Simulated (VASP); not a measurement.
# Ag (Fd-3m) in VASP: further runs

The runs below take Ag through single point, with r2SCAN.

Program: VASP 6.6.1. These are calculated values, not measurements. Logs are shortened: lines on timing, memory, paths and dates and some standing lists are left out, and cuts for length are marked.

## Step 1: Starting point

Symmetry: Fd-3m, No. 227, cubic system. The conventional cell has a = 5.414 Å, b = 5.414 Å, c = 5.414 Å, α = 90.00°, β = 90.00°, γ = 90.00°. Around Ag (site symmetry -43m) lie 4 Ag at 2.34 Å.

The cell was built by a generator and needn't be a form met in nature.

## Step 2: Single point, r2SCAN

File POSCAR:

```
Ag
1.0
    0.0000000000      2.7070612243      2.7070612243
    2.7070612243      0.0000000000      2.7070612243
    2.7070612243      2.7070612243      0.0000000000
Ag
2
Direct
    0.5000000000      0.5000000000      0.5000000000
    0.7500000000      0.7500000000      0.7500000000
```

File INCAR.step1:

```
SYSTEM = Ag
ALGO = Normal
EDIFF = 1E-4
ENCUT = 520
GGA = PE
ISMEAR = 0
LASPH = .True.
LCHARG = .False.
LREAL = .False.
LWAVE = .True.
NBANDS = 18
NELM = 100
PREC = Accurate
SIGMA = 0.1
```

File INCAR.step2:

```
SYSTEM = Ag
ALGO = Normal
EDIFF = 1E-6
ENCUT = 520
ISIF = 2
ISMEAR = 0
ISTART = 1
LASPH = .True.
LCHARG = .False.
LMIXTAU = .True.
LREAL = .False.
LWAVE = .False.
METAGGA = R2SCAN
NBANDS = 18
NELM = 100
PREC = Accurate
SIGMA = 0.1
```

File KPOINTS:

```
k-points
0
Gamma
  6 6 6
  0 0 0
```

Potentials or basis: VASP PAW PBE potentials, release 64 (Ag).

Run with:

```sh
cat potpaw_PBE.64/Ag/POTCAR > POTCAR
cp INCAR.step1 INCAR
mpirun -np 1 vasp_std > vasp.out
cp INCAR.step2 INCAR
mpirun -np 1 vasp_std > vasp.out
```

OUTCAR:

```text
SYSTEM = Ag
   EDIFF = 1E-6
   ENCUT = 520
   ISIF = 2
   ISMEAR = 0
   ISTART = 1
   LASPH = .True.
   LREAL = .False.
   METAGGA = R2SCAN
   NELM = 100
   PREC = Accurate

 ion  position               nearest neighbor table
   1  0.500  0.500  0.500-   2 2.34   2 2.34   2 2.34   2 2.34
   2  0.750  0.750  0.750-   1 2.34   1 2.34   1 2.34   1 2.34

  LATTYP: Found a face centered cubic cell.
 ALAT       =     5.4141224486

  Lattice vectors:

 A1 = (   0.0000000000,   2.7070612243,   2.7070612243)
 A2 = (   2.7070612243,   0.0000000000,   2.7070612243)
 A3 = (   2.7070612243,   2.7070612243,   0.0000000000)

Analysis of symmetry for initial positions (statically):
=====================================================================
 Subroutine PRICEL returns:
 Original cell was already a primitive cell.

 Routine SETGRP: Setting up the symmetry group for a
 face centered cubic supercell.

 Subroutine GETGRP returns: Found 48 space group operations
 (whereof 24 operations were pure point group operations)
 out of a pool of 48 trial point group operations.

The static configuration has the point symmetry T_d .
 The point group associated with its full space group is O_h .

Analysis of symmetry for dynamics (positions and initial velocities):
=====================================================================
 Subroutine PRICEL returns:
 Original cell was already a primitive cell.

 Routine SETGRP: Setting up the symmetry group for a
 face centered cubic supercell.

 Subroutine GETGRP returns: Found 48 space group operations
 (whereof 24 operations were pure point group operations)
 out of a pool of 48 trial point group operations.

The dynamic configuration has the point symmetry T_d .
 The point group associated with its full space group is O_h .

 Subroutine INISYM returns: Found 48 space group operations
 (whereof 24 operations are pure point group operations),
 and found     1 'primitive' translations

----------------------------------------------------------------------------------------

                                     Primitive cell

  volume of cell :      39.6757

  direct lattice vectors                    reciprocal lattice vectors
     0.000000000  2.707061224  2.707061224    -0.184702140  0.184702140  0.184702140
     2.707061224  0.000000000  2.707061224     0.184702140 -0.184702140  0.184702140
     2.707061224  2.707061224  0.000000000     0.184702140  0.184702140 -0.184702140

  length of vectors
     3.828362698  3.828362698  3.828362698     0.319913490  0.319913490  0.319913490

  position of ions in fractional coordinates (direct lattice)
     0.500000000  0.500000000  0.500000000
     0.750000000  0.750000000  0.750000000

  ion indices of the primitive-cell ions
   primitive index   ion index
                 1           1
                 2           2

----------------------------------------------------------------------------------------

 KPOINTS: k-points

Automatic generation of k-mesh.
 Grid dimensions read from file:
 generate k-points for:    6    6    6

 Generating k-lattice:

  Cartesian coordinates                     Fractional coordinates (reciprocal lattice)
    -0.030783690  0.030783690  0.030783690     0.166666667  0.000000000  0.000000000
     0.030783690 -0.030783690  0.030783690     0.000000000  0.166666667  0.000000000
     0.030783690  0.030783690 -0.030783690     0.000000000  0.000000000  0.166666667

  Length of vectors
     0.053318915  0.053318915  0.053318915

  Shift w.r.t. Gamma in fractional coordinates (k-lattice)
     0.000000000  0.000000000  0.000000000

 Subroutine IBZKPT returns following result:
 ===========================================

 Found     16 irreducible k-points:

 Following reciprocal coordinates:
            Coordinates               Weight
  0.000000  0.000000  0.000000      1.000000
  0.166667  0.000000  0.000000      8.000000
  0.333333  0.000000  0.000000      8.000000
  0.500000  0.000000  0.000000      4.000000
  0.166667  0.166667  0.000000      6.000000
  0.333333  0.166667  0.000000     24.000000
[... 8 lines left out ...]
 -0.333333  0.333333  0.166667     24.000000
 -0.333333  0.500000  0.166667     12.000000
   k-points           NKPTS =     16   k-points in BZ     NKDIM =     16   number of bands    NBANDS=     18
   number of dos      NEDOS =    301   number of ions     NIONS =      2
   total plane-waves  NPLWV =  21952
   dimension x,y,z NGX =    28 NGY =   28 NGZ =   28
   dimension x,y,z NGXF=    56 NGYF=   56 NGZF=   56
   ions per type =               2
   NGX,Y,Z   is equivalent  to a cutoff of  12.16, 12.16, 12.16 a.u.
   NGXF,Y,Z  is equivalent  to a cutoff of  24.32, 24.32, 24.32 a.u.
 SYSTEM =  Ag
   PREC   = accura    normal or accurate (medium, high low for compatibility)
   ISTART =      1    job   : 0-new  1-cont  2-samecut
   ICHARG =      0    charge: 1-file 2-atom 10-const
   ISPIN  =      1    spin polarized calculation?
   LNONCOLLINEAR =      F non collinear calculations
   LSORBIT =      F    spin-orbit coupling
   LASPH  =      T    aspherical Exc in radial PAW
   ENCUT  =  520.0 eV  38.22 Ry    6.18 a.u.   7.12  7.12  7.12*2*pi/ulx,y,z
   NELM   =    100;   NELMIN=  2; NELMDL=  0     # of ELM steps
   EDIFF  = 0.1E-05   stopping-criterion for ELM
   LREAL  =      F    real-space projection
   EDIFFG = 0.1E-04   stopping-criterion for IOM
   NSW    =      0    number of steps for IOM
   IBRION =     -1    ionic relax: 0-MD 1-quasi-New 2-CG
   NFREE  =      0    steps in history (QN), initial steepest desc. (CG)
   ISIF   =      2    stress and relaxation
   ISYM   =      2    0-nonsym 1-usesym 2-fastsym
   POTIM  = 0.5000    time-step for ionic-motion
   TEBEG  =    0.0;   TEEND  =   0.0 temperature during run
   PSTRESS=    0.0 pullay stress
   NELECT =      22.0000    total number of electrons
   NUPDOWN=      -1.0000    fix difference up-down
   EMIN   =  10.00;   EMAX   =-10.00  energy-range for DOS
   EFERMI =   0.00;   METHOD = LEGACY
   ISMEAR =     0;   SIGMA  =   0.10  broadening in eV -4-tet -1-fermi 0-gaus
   EFERMI_NEDOS =   21; number of points for ismear=-14 and -15
   IALGO  =     38    algorithm
   IMIX   =      4    mixing-type and parameters
     AMIX     =   0.40;   BMIX     =  1.00
     AMIX_MAG =   1.60;   BMIX_MAG =  1.00
[... 50 lines left out ...]
      2      -0.1551      2.00000
      3       0.0503      2.00000
      4       0.3098      2.00000
      5       0.4767      2.00000
      6       0.4767      2.00000
[... 10 lines left out ...]
     17      20.6652      0.00000
     18      20.6652      0.00000

 k-point     3 :       0.3333    0.0000    0.0000
  band No.  band energies     occupation
      1      -0.1318      2.00000
      2      -0.1318      2.00000
      3       0.1232      2.00000
      4       0.5330      2.00000
      5       0.5330      2.00000
      6       0.9971      2.00000
[... 10 lines left out ...]
     17      19.6961      0.00000
     18      20.5909      0.00000

 k-point     4 :       0.5000    0.0000    0.0000
  band No.  band energies     occupation
      1       0.0293      2.00000
      2       0.0293      2.00000
      3       0.1494      2.00000
      4       0.3472      2.00000
      5       0.3472      2.00000
      6       1.0144      2.00000
[... 10 lines left out ...]
     17      19.3302      0.00000
     18      20.5521      0.00000

 k-point     5 :       0.1667    0.1667    0.0000
  band No.  band energies     occupation
      1      -0.3882      2.00000
      2       0.1690      2.00000
      3       0.1690      2.00000
      4       0.2532      2.00000
      5       0.3118      2.00000
      6       0.7890      2.00000
[... 10 lines left out ...]
     17      22.0791      0.00000
     18      22.0791      0.00000

 k-point     6 :       0.3333    0.1667    0.0000
  band No.  band energies     occupation
      1      -0.4585      2.00000
      2       0.0751      2.00000
      3       0.0952      2.00000
      4       0.4984      2.00000
      5       1.0355      2.00000
      6       1.0722      2.00000
[... 10 lines left out ...]
     17      21.8324      0.00000
     18      22.2629      0.00000

 k-point     7 :       0.5000    0.1667    0.0000
  band No.  band energies     occupation
      1      -0.4018      2.00000
      2      -0.0280      2.00000
      3       0.1077      2.00000
      4       0.6697      2.00000
      5       0.8669      2.00000
      6       1.1235      2.00000
[... 10 lines left out ...]
     17      21.3113      0.00000
     18      22.4237      0.00000

 k-point     8 :      -0.3333    0.1667    0.0000
  band No.  band energies     occupation
      1      -0.2836      2.00000
      2      -0.2740      2.00000
      3       0.3244      2.00000
      4       0.4740      2.00000
      5       0.9512      2.00000
      6       1.1666      2.00000
[... 10 lines left out ...]
     17      20.8223      0.00000
     18      23.2005      0.00000

 k-point     9 :      -0.1667    0.1667    0.0000
  band No.  band energies     occupation
      1      -0.3578      2.00000
      2      -0.0418      2.00000
      3       0.1083      2.00000
      4       0.4608      2.00000
      5       0.8319      2.00000
      6       0.8733      2.00000
[... 10 lines left out ...]
     17      20.3240      0.00000
     18      20.5536      0.00000

 k-point    10 :       0.3333    0.3333    0.0000
  band No.  band energies     occupation
      1      -0.5459      2.00000
      2       0.0834      2.00000
      3       0.0835      2.00000
      4       0.6618      2.00000
      5       0.9071      2.00000
      6       1.5138      2.00000
[... 10 lines left out ...]
     17      24.8108      0.00000
     18      24.8108      0.00000

 k-point    11 :       0.5000    0.3333    0.0000
  band No.  band energies     occupation
      1      -0.5206      2.00000
      2      -0.0723      2.00000
      3      -0.0029      2.00000
      4       0.6556      2.00000
      5       1.2690      2.00000
      6       1.6191      2.00000
[... 10 lines left out ...]
     17      24.7079      0.00000
     18      24.8288      0.00000

 k-point    12 :      -0.3333    0.3333    0.0000
  band No.  band energies     occupation
      1      -0.5621      2.00000
      2      -0.1770      2.00000
      3       0.1055      2.00000
      4       1.0833      2.00000
      5       1.0990      2.00000
      6       1.4615      2.00000
[... 10 lines left out ...]
     17      23.4551      0.00000
     18      23.6912      0.00000

 k-point    13 :       0.5000    0.5000    0.0000
  band No.  band energies     occupation
      1      -0.2093      2.00000
      2      -0.2093      2.00000
      3       0.0335      2.00000
      4       0.0335      2.00000
      5       1.8298      2.00000
      6       1.8298      2.00000
[... 10 lines left out ...]
     17      28.6705      0.00000
     18      28.7146      0.00000

 k-point    14 :       0.5000    0.3333    0.1667
  band No.  band energies     occupation
      1      -0.4692      2.00000
      2      -0.2914      2.00000
      3       0.3644      2.00000
      4       0.7136      2.00000
      5       1.0595      2.00000
      6       1.3903      2.00000
[... 10 lines left out ...]
     17      21.2302      0.00000
     18      24.4191      0.00000

 k-point    15 :      -0.3333    0.3333    0.1667
  band No.  band energies     occupation
      1      -0.5074      2.00000
      2      -0.3808      2.00000
      3       0.4310      2.00000
      4       0.9097      2.00000
      5       1.0891      2.00000
      6       1.3519      2.00000
[... 10 lines left out ...]
     17      22.4531      0.00000
     18      22.7416      0.00000

 k-point    16 :      -0.3333    0.5000    0.1667
  band No.  band energies     occupation
      1      -0.4699      2.00000
      2      -0.4699      2.00000
      3       0.5379      2.00000
      4       0.5379      2.00000
      5       1.5763      2.00000
      6       1.5763      2.00000
[... 10 lines left out ...]
     17      23.4668      0.00000
     18      23.4668      0.00000

------------------------ aborting loop because EDIFF is reached ----------------------------------------

  FORCE on cell =-STRESS in cart. coord.  units (eV):
  Direction    XX          YY          ZZ          XY          YZ          ZX
  --------------------------------------------------------------------------------------
  -------------------------------------------------------------------------------------
  Total        9.2888384      9.2888384      9.2888384      0.0000000      0.0000000     -0.0000000
  in kB      375.1006019    375.1006019    375.1006019      0.0000000      0.0000000     -0.0000000
  external PRESSURE =     375.1006019 kB  Pullay stress =       0.0000000 kB

 VOLUME and BASIS-vectors are now :
 -----------------------------------------------------------------------------
  energy-cutoff  :      520.00
  volume of cell :       39.68
      direct lattice vectors                 reciprocal lattice vectors
     0.000000000  2.707061224  2.707061224    -0.184702140  0.184702140  0.184702140
     2.707061224  0.000000000  2.707061224     0.184702140 -0.184702140  0.184702140
     2.707061224  2.707061224  0.000000000     0.184702140  0.184702140 -0.184702140

 POSITION                                       TOTAL-FORCE (eV/Angst)
 -----------------------------------------------------------------------------------
      2.70706      2.70706      2.70706         0.000000      0.000000      0.000000
      4.06059      4.06059      4.06059        -0.000000     -0.000000     -0.000000
 -----------------------------------------------------------------------------------
    total drift:                                0.000000      0.000000      0.000000

  FREE ENERGIE OF THE ION-ELECTRON SYSTEM (eV)
  ---------------------------------------------------
  free  energy   TOTEN  =       -39.5697177088 eV

  energy  without entropy=      -39.5634423618  energy(sigma->0) =      -39.56658004
```

Wall time 25 s (1 thread of Intel Xeon Platinum 8488C (Sapphire Rapids), shared host); peak memory 0.16 GiB.

What came out:

* Free energy: -39.5697 eV
* Pressure: 37.5 GPa
* Band gap on the k mesh: none (metal or under the smearing width)

Caveat: a pressure of tens of GPa on the cell as given is suspect, and the run, the potentials or the cell itself is likely at fault; the PAW data sets were made with another functional, which shifts forces and pressure a little.

## Step 3: Single point, r2SCAN

This run uses another cell than the first one: it holds 1 atom, not 2.

File POSCAR:

```
Ag
1.0
    2.6295146812      0.0000000000      0.0000000000
    0.0000000000      2.6295146812      0.0000000000
    0.0000000000      0.0000000000      2.6295146812
Ag
1
Direct
    0.0000000000      0.0000000000      0.0000000000
```

File INCAR.step1:

```
SYSTEM = Ag
PREC = Accurate ; ENCUT = 520
ISMEAR = 0 ; SIGMA = 0.1
LREAL = .False. ; LASPH = .True.
NELM = 100 ; NBANDS = 12
GGA = PE ; ALGO = Normal
EDIFF = 1E-4 ; LWAVE = .True.
LCHARG = .False.
```

File INCAR.step2:

```
SYSTEM = Ag
PREC = Accurate ; ENCUT = 520
EDIFF = 1E-6 ; ISMEAR = 0
SIGMA = 0.1 ; LREAL = .False.
LASPH = .True. ; NELM = 100
ALGO = Normal ; ISIF = 2
LWAVE = .False. ; LCHARG = .False.
METAGGA = R2SCAN ; LMIXTAU = .True.
NBANDS = 12 ; ISTART = 1
```

File KPOINTS:

```
regular mesh
0
Gamma
  6 6 6
  0 0 0
```

Potentials or basis: VASP PAW PBE potentials, release 64 (Ag).

Run with:

```sh
cat potpaw_PBE.64/Ag/POTCAR > POTCAR
cp INCAR.step1 INCAR
mpirun -np 1 vasp_std > vasp.out
cp INCAR.step2 INCAR
mpirun -np 1 vasp_std > vasp.out
```

Run time: 10 s. Hardware: 1 thread of AMD EPYC 9R45 (Zen 5), shared host; peak memory 0.1 GiB.

Results (log left out):

| Property | Result |
| --- | --- |
| Free energy | -20.9615 eV |
| Pressure | 10.8 GPa |
| Band gap on the k mesh | none (metal or under the smearing width) |

Levels at points of the mesh, in eV from the Fermi level:
| k point | band 3 | band 4 | band 5 | band 6 | band 7 | band 8 |
| --- | --- | --- | --- | --- | --- | --- |
| (0.00, 0.00, 0.00) | -6.91 | -3.22 | -3.22 | -3.22 | 15.33 | 15.33 |
| (0.50, 0.00, 0.00) | -4.44 | -4.44 | -3.10 | -0.94 | 2.11 | 18.11 |
| (0.50, 0.50, 0.00) | -4.22 | -4.22 | -2.22 | 4.07 | 4.07 | 8.89 |
| (0.50, 0.50, 0.50) | -6.28 | -2.15 | -2.15 | 9.50 | 9.50 | 9.50 |

Caveat: the k mesh is coarse (spacing up to 0.40 Å⁻¹), so the values aren't converged; the PAW data sets were made with another functional, which shifts forces and pressure a little.

## Step 4: Single point, r2SCAN

This run uses another cell than the first one: it holds 1 atom, not 2.

File POSCAR:

```
Ag
1.0
   -1.4502727338      1.4502727338      2.0534790331
    1.4502727338     -1.4502727338      2.0534790331
    1.4502727338      1.4502727338     -2.0534790331
Ag
1
Direct
    0.0000000000      0.0000000000      0.0000000000
```

File INCAR.step1:

```
PREC     = Accurate       # precision mode
ENCUT    = 520            # plane-wave cutoff, eV
ISMEAR   = 0              # smearing method
SIGMA    = 0.1            # smearing width, eV
LREAL    = F              # projectors in reciprocal space
LASPH    = T              # aspherical terms in the spheres
NELM     = 100            # most SCF steps
NBANDS   = 12             # bands
GGA      = PE             # functional
ALGO     = Normal         # electronic algorithm
EDIFF    = 1E-4           # SCF threshold, eV
LWAVE    = T              # write WAVECAR
LCHARG   = F              # write CHGCAR
```

File INCAR.step2:

```
PREC     = Accurate       # precision mode
ENCUT    = 520            # plane-wave cutoff, eV
EDIFF    = 1E-7           # SCF threshold, eV
ISMEAR   = 0              # smearing method
SIGMA    = 0.1            # smearing width, eV
LREAL    = F              # projectors in reciprocal space
LASPH    = T              # aspherical terms in the spheres
NELM     = 100            # most SCF steps
ALGO     = Normal         # electronic algorithm
ISIF     = 2              # what is computed and relaxed
LWAVE    = F              # write WAVECAR
LCHARG   = T              # write CHGCAR
METAGGA  = R2SCAN         # meta-GGA
LMIXTAU  = T            
LELF     = T              # ELF
LVHAR    = T            
NBANDS   = 12             # bands
ISTART   = 1
```

File KPOINTS:

```
Automatic mesh
0
Gamma
  26 26 26
```

Run with:

```sh
cat potpaw_PBE.64/Ag/POTCAR > POTCAR
cp INCAR.step1 INCAR
mpirun -np 1 vasp_std > vasp.out
cp INCAR.step2 INCAR
mpirun -np 1 vasp_std > vasp.out
```

It took 12 min on 1 thread of AMD EPYC 9R45 (Zen 5), shared host; peak memory 0.34 GiB.

It converged, with:

```
Free energy            : -21.3592 eV
Pressure               : 0.1 GPa
Band gap on the k mesh : none (metal or under the smearing width)
```

Levels at points of the mesh, in eV from the Fermi level:
```csv
k point,band 3,band 4,band 5,band 6,band 7,band 8,band 9,band 10
"(0.00, 0.00, 0.00)",-5.16,-5.16,-4.15,-4.14,16.54,20.18,20.20,20.20
"(0.50, 0.00, 0.00)",-5.19,-3.35,-3.35,-0.37,3.56,15.78,18.38,18.41
"(0.50, 0.50, 0.00)",-3.39,-3.14,-3.13,1.67,6.81,10.98,10.99,17.44
"(0.50, 0.50, 0.50)",-3.39,-3.14,-3.14,1.65,6.78,11.01,11.01,17.46
```

Caveat: the PAW data sets were made with another functional, which shifts forces and pressure a little.

## Step 5: Overview

```tsv
cell	k mesh	mesh quality	gap on the mesh (eV)	pressure (GPa)
Fd-3m, 19.84 Å³/atom	6 × 6 × 6	not flagged	none	37.5
Pm-3m, 18.18 Å³/atom	6 × 6 × 6	coarse	none	10.8
I4/mmm, 17.28 Å³/atom	26 × 26 × 26	not flagged	none	0.1
```

Alike in all rows: task single point; level r2SCAN; potentials or basis VASP PAW PBE potentials, release 64 (Ag); no spin polarisation; cutoff (eV) 520; smearing gaussian 0.1 eV.

Caveats: some runs use coarse meshes; the PAW data sets were made with another functional, which shifts forces and pressure a little; a pressure of tens of GPa on the cell as given is suspect, and the run, the potentials or the cell itself is likely at fault (some runs).

Absolute energies hang on the potentials; compare differences alone.
